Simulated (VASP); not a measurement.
Ti2O:

```xyz
3
Lattice="2.9194 0.0000 0.0000 -1.4597 2.5283 0.0000 0.0000 0.0000 4.7130" Properties=species:S:1:pos:R:3 pbc="T T T"
Ti    0.0000    1.6855    3.3993
Ti    1.4597    0.8428    1.3137
O     0.0000    0.0000    0.0000
```

Base run:

| Quantity | Value |
| --- | --- |
| Program | VASP 6.6.1 |
| Functional | LDA |
| Potentials or basis | VASP PAW LDA potentials, release 64 (Ti_sv, O) |
| Cutoff | 520 eV |
| k mesh | 10 × 10 × 6 |
| Occupations | fermi-dirac, width 0.05 eV |
| Spin | no spin polarisation |
| Hubbard terms | Ti d U = 6 eV |

Its results: band gap on the k mesh none (metal or under the smearing width); pressure 15.6 GPa; largest force 1.380 eV/Å.

Question: The run is repeated on the same cell with these changes: hubbard terms from Ti d U = 6 eV to Ti d U = 5 eV. What comes out?

Answer: Band gap on the k mesh none (metal or under the smearing width); pressure 12.6 GPa; largest force 1.385 eV/Å.

Caveats: U without spin polarisation on a metal has little footing; forces of over 1 eV/Å show positions far from the minimum, so gaps and moduli don't describe the material at rest.
